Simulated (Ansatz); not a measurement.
Values for one crystal, relaxed and computed with PBE (plane waves, PAW; program Ansatz); other levels are named.

| Quantity | Result |
|---|---|
| Volume per atom | 17.35 Å³ |
| Band gap | 2.67 eV (indirect) |
| Static dielectric constant ε0 (ions relaxed, cell fixed) | 7.79 |
| Elastic constants (relaxed ions, GPa) | C11 = 127, C12 = 49.0, C44 = 66.0 |
| Hole effective mass, band 1 of 3 at the edge | 0.48 along [100], 3.6 along [110], 1.1 along [111] (mₑ) |
| Mechanical stability | stable (all eigenvalues of C positive) |
| Vibrational entropy at 300 K | 22.0 J/(K·mol of atoms) |

Problem. Pick the material that matches.
A) BeSe, zinc blende
B) CaF2, fluorite
C) Ga2O3, Pnma (Pearson symbol oP20)
D) PbS, zinc blende

Solution. A, BeSe, zinc blende

Space group F-43m (zinc blende). Symmetry was held in the PBE relaxation; phonons on a q-mesh show no instability. The volume moved by 28 % from the start of the relaxation. Scalar-relativistic: spin–orbit coupling is off unless named, which matters more the heavier the elements.

Potentials: the later of the program's two PAW sets.
